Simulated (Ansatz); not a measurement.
This is a one-shot G0W0 calculation with the PAW code Ansatz on SiC in the zincblende structure; the level of theory is G0W0@PBE with 82 empty bands, a screening cutoff of 150 eV and a 6×6×6 mesh. The cell was relaxed with r2SCAN and then strained, so it isn't that functional's minimum.

input.yaml:
```yaml
crystal:
  lattice:
    - [0.0, 2.1127107805, 2.2192378392]
    - [2.1127107805, 0.0, 2.2192378392]
    - [2.1127107805, 2.1127107805, 0.0]
  atoms:
    - { symbol: Si, position: [0.0, 0.0, 0.0] }
    - { symbol: C, position: [0.25, 0.25, 0.25] }
kpoints:
  mp_grid: { grid: [6, 6, 6] }
hamiltonian:
  xc: pbe
scf:
  occupations: { method: fixed }
gw:
  n_empty_bands: 82
  ecut_chi: 150
  qp_bands: [v2, c2]
  qp_kpoints: band_edges
  screening: { model: contour_deformation }
```

Wall time 24 s on 1 × NVIDIA H100 80GB HBM3 with 2 threads of AMD EPYC 7R13 Processor (Zen 3), with other jobs on the host, load about 3.6 per core; peak host memory 1.4 GiB.

Output, abridged:
```
Pseudopotential: Si, paw, valence charge 4, recommended cutoff 420 eV (normal)
Pseudopotential: C, paw, valence charge 4, recommended cutoff 420 eV (normal)
Functional definition: PBE
Crystal: 2 atoms, lattice volume = 19.811 Å³
Basis set: ecut = 420 eV, 371 PW (Γ)
Bands: 8, of which v1, the nominal top of the filled ones, is band 4 counted from 1 (3 counted from 0)
Symmetry: 8 space group operations
Space group: I-4m2 (ITA 119)
k-points: 30 of 216 (time reversal used)
preconditioner: auto → none  [insulator: Δε(μ)=1.036 eV  ℏωp=23.6 eV]
Free energy (F): -887.072397 eV
Fermi energy:    10.176851 eV
--- Per-component energies (eV) ---
  E_band       = 32.352461
  E_kinetic    = 138.162249
  E_local      = -101.605393
  E_nonlocal   = 52.391605
  E_hartree    = 31.609743
  E_xc         = -106.277827
  E_vxc        = -110.378269
  E_paw        = -612.303885
  E_vpaw       = -9.436951
  E_ewald      = -289.048902
--- Band table (eV; the first three rows and the last of 30) ---
  k-point 0: bands = [-5.7062, 9.8093, 10.1769, 10.1769, 16.7499, 17.6320, 17.6320, 17.7381]
  k-point 1: bands = [-5.1469, 7.6461, 9.5446, 9.9009, 16.7057, 18.0906, 18.2393, 18.8511]
  k-point 2: bands = [-3.5580, 3.7402, 8.9200, 9.4761, 15.9080, 17.7395, 18.2586, 20.3135]
  k-point 29: bands = [-0.7397, 1.6845, 7.1498, 7.1498, 11.6844, 15.1013, 24.7196, 24.7196]
--- G₀W₀: contour deformation, 7 samples at zero and on the imaginary axis and 2 off it, 216 q-points, 82 empty bands' worth ---
    ik  band        ε_KS         Σx   Σc(E_QP)       V_xc       Z   E_QP_lin       E_QP  E_QP is
     0     3     10.1769   -18.5228     2.0639   -15.8447  0.7917     9.5601     9.5626  root
     0     4     10.1769   -18.5228     2.0639   -15.8447  0.7917     9.5601     9.5626  root
     0     5     16.7499    -9.5303    -5.4133   -15.4525  0.7824    17.2615    17.2588  root
     0     6     17.6320    -8.1873    -5.2513   -14.0547  0.7993    18.2516    18.2481  root
     1     3      9.5446   -18.6252     2.1743   -15.7988  0.7905     8.8894     8.8924  root
     1     4      9.9009   -18.5655     2.1275   -15.8035  0.7908     9.2636     9.2664  root
     1     5     16.7057    -8.7484    -5.1933   -14.4727  0.7960    17.2392    17.2367  root
     1     6     18.0906    -7.9593    -5.4557   -14.0260  0.7923    18.7049    18.7014  root
     2     3      8.9200   -18.7808     2.3594   -15.7233  0.7876     8.2181     8.2220  root
     2     4      9.4761   -18.7343     2.2638   -15.8022  0.7888     8.8044     8.8078  root
     2     5     15.9080    -8.8349    -4.9830   -14.3378  0.8029    16.4301    16.4279  root
     2     6     17.7395    -7.1820    -5.3014   -13.0363  0.7994    18.2951    18.2924  root
     3     3      8.6654   -18.8680     2.4423   -15.7097  0.7863     7.9451     7.9494  root
     3     4      9.3078   -18.8346     2.3267   -15.8259  0.7879     8.6222     8.6258  root
     3     5     15.5704    -8.8439    -4.9039   -14.2601  0.8051    16.0848    16.0827  root
     3     6     17.3744    -7.1748    -5.1897   -12.9004  0.8030    17.9128    17.9103  root
     4     3      8.6967   -18.5606     2.3685   -15.4763  0.7877     7.9769     7.9810  root
     4     4      8.9406   -18.4642     2.3653   -15.3913  0.7871     8.2289     8.2331  root
     4     5     15.7880    -8.0192    -4.9024   -13.3959  0.8065    16.2642    16.2622  root
     4     6     17.7029    -8.4113    -5.4904   -14.5097  0.7855    18.3134    18.3109  root
     6     3      7.3697   -18.8344     2.8027   -15.2422  0.7764     6.5736     6.5802  root
     6     4      8.1393   -18.7163     2.5885   -15.3713  0.7828     7.3776     7.3827  root
     6     5     14.8661    -7.2896    -4.7701   -12.4842  0.8097    15.2918    15.2905  root
     6     6     17.9402    -7.7141    -5.4234   -13.7100  0.7910    18.5158    18.5128  root
     9     3      7.1593   -18.7359     2.8461   -15.0711  0.7775     6.3335     6.3407  root
     9     4      7.2856   -18.7276     2.8817   -15.0349  0.7755     6.4673     6.4746  root
     9     5     12.6691    -7.3188    -4.3162   -11.9326  0.8169    12.9672    12.9666  root
     9     6     15.1991    -7.2593    -4.6767   -12.3782  0.8186    15.6428    15.6414  root
    10     3      5.5473   -18.3051     3.2680   -14.1762  0.7612     4.6771     4.6863  root
    10     4      7.0298   -18.7811     2.9208   -15.0376  0.7746     6.1997     6.2070  root
    10     5     12.6450    -7.3924    -4.2475   -11.9358  0.8163    12.9415    12.9410  root
    10     6     16.1714    -7.6664    -4.8799   -13.0527  0.8097    16.6798    16.6778  root
    12     3      6.5623   -18.8316     3.0339   -14.9490  0.7719     5.7052     5.7137  root
    12     4      6.6480   -18.8677     3.0837   -14.9444  0.7697     5.8002     5.8084  root
    12     5     11.2222    -7.2899    -3.9788   -11.4876  0.8196    11.4413    11.4410  root
    12     6     14.2377    -7.5464    -4.4917   -12.4415  0.8224    14.6422    14.6411  root
  […]
```

The rows of the band table are 0: (0, 0, 0) = Γ, 1: (0, 0, 1/6), 2: (0, 0, 1/3), 29: (-1/2, -1/2, 0) = X.

The points are ik 0 = (0, 0, 0) (Γ), ik 1 = (0, 0, 1/6), ik 2 = (0, 0, 1/3), ik 3 = (0, 0, -1/2) (L), ik 4 = (0, 1/6, 1/6), ik 6 = (0, 1/6, -1/2), ik 9 = (0, 1/3, 1/3), ik 10 = (0, 1/3, -1/2), ik 12 = (0, -1/2, -1/2) (X), ik 13 = (1/6, 1/6, 0), ik 14 = (1/6, 1/6, 1/3), ik 17 = (1/6, 1/6, -1/6); band 4 is the last filled one.

The quasiparticle gap on this mesh is 1.88 eV (Γ to X), against 1.05 eV from PBE: +0.83 eV. Renormalisation factors Z lie between 0.76 and 0.82. G0W0 here is at a finite number of bands, screening cutoff and k mesh, not at the basis limit.

Spin-unpolarised throughout; all numbers are computed.
